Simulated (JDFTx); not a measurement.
In under changes of volume

One of the cells (26.686 Å³/atom); the others are scaled copies at fixed shape and fractional positions:

```
In
1.0
    -1.88253    1.88253    1.88253
     1.88253   -1.88253    1.88253
     1.88253    1.88253   -1.88253
In
1
Direct
  0.00000 0.00000 0.00000
```

This isn't the form of In at room conditions, which is tetragonal.

* Program: JDFTx 1.7.0 (patched build)
* Functional: PBE
* Potentials or basis: PseudoDojo-SR-PBE-0.5-standard
* Cutoff: 952 eV
* Density cutoff: 3810 eV
* k mesh: 10 × 10 × 10
* Occupations: fermi-dirac, width 0.05 eV
* Spin: no spin polarisation

```csv
volume (Å³/atom),energy over the lowest point (meV/atom),pressure (GPa)
25.085,32.86,4.4
25.618,20.38,3.3
26.152,11.23,2.3
26.686,4.97,1.5
27.220,1.31,0.7
27.753,0.00,0.0
28.287,?,?
```

**Question.** What does the run at 28.287 Å³/atom give?

**Answer.** Energy over the lowest point 0.85 meV/atom; pressure -0.6 GPa.

Worked out: A Birch-Murnaghan fit of order 3 (a polynomial in V^(-2/3)) to the other rows has its minimum at 27.82 Å³/atom, just outside them, with B0 = V·E''(V) = 32 GPa and B' = 5.2. It gives 0.72 meV/atom at 28.287 Å³/atom, against the run's 0.85, and -dE/dV = -0.5 GPa, against -0.6.

Energies are extrapolated to zero smearing.
